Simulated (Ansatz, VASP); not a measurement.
# One calculation of NaH, two programs

```xyz
2
Lattice="0.0000 2.4400 2.4400 2.4400 0.0000 2.4400 2.4400 2.4400 0.0000" Properties=species:S:1:pos:R:3 pbc="T T T"
Na    0.0000    0.1875    0.0000
H     2.4400    2.4400    2.4400
```

Change from the starting cell: all Na atoms moved +0.188 Å, as atom 1 along Cartesian [0 1 0].

Alike in both runs: task single point; functional LDA; k mesh 8 × 8 × 8; occupations gaussian, width 0.05 eV; no spin polarisation.

|  | VASP | Ansatz |
| --- | --- | --- |
| version | VASP 6.6.1 | Ansatz 0.2.0 |
| potentials or method | VASP PAW LDA potentials, release 64 (Na_pv, H) | scalar-relativistic, plane waves, PAW |
| plane-wave cutoff (eV) | 520 | 420 |
| valence electrons in the cell | 8 | 10 |

Ansatz gave:

```
gap on the k mesh at the Fermi level (eV)       : 3.36
least direct gap on the mesh (eV)               : 4.26
pressure (GPa)                                  : -2.3
largest component of the traceless stress (GPa) : 0.67
rms of the force components (eV/Å)              : 0.086
```

Task: Estimate VASP's values.

Result: gap on the k mesh at the Fermi level (eV): 3.36; least direct gap on the mesh (eV): 4.26; pressure (GPa): -2.4; largest component of the traceless stress (GPa): 0.67; rms of the force components (eV/Å): 0.087.

Atom by atom the forces differ by 0.001 eV/Å (rms over components). The two sets of potentials don't hold the same shells in valence.

A k mesh can miss the band edges.
